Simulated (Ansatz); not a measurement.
Is this SnO2 structure stable?

It was reached by relaxing an invented guess, and it needn't be the stable form of this composition.

Theory: DFT PBE+D3(BJ), scalar-relativistic, plane waves, PAW (Ansatz 0.2.0). The final run on the 3-atom cell used 420 eV, a Γ-centred 12×12×6 mesh, 0.02 eV smearing and no spin polarisation.

```cif
data_structure
_symmetry_space_group_name_H-M 'P-3m1'
_symmetry_Int_Tables_number 164
_cell_length_a 3.2164
_cell_length_b 3.2164
_cell_length_c 4.5943
_cell_angle_alpha 90.000
_cell_angle_beta 90.000
_cell_angle_gamma 120.000
_cell_volume 41.16
loop_
_atom_site_label
_atom_site_type_symbol
_atom_site_symmetry_multiplicity
_atom_site_Wyckoff_symbol
_atom_site_fract_x
_atom_site_fract_y
_atom_site_fract_z
_atom_site_occupancy
Sn1 Sn 1 b 0.00000 0.00000 0.50000 1
O1 O 2 d 0.33333 0.66667 0.71998 1
```

Energies over the elements count from the elements' standard structures at the same level (O₂ as a molecule), with no fitted energy shifts. The references include grey tin.

**Question.** These tests were run: energy against the elements; phonons on a 3×3×2 q mesh; elastic tensor. What do they show?

**Answer.**

```tsv
test	result
energy against the elements	−1.535 eV/atom
phonons on a 3×3×2 q mesh	no imaginary mode on the mesh
elastic tensor	least eigenvalue 7 GPa
```

It fails none of these tests. Whether a mixture of other phases lies lower isn't tested here.

The run for the phonons used a 12×12×6 k mesh. The run for the elastic tensor used a 12×12×6 k mesh.
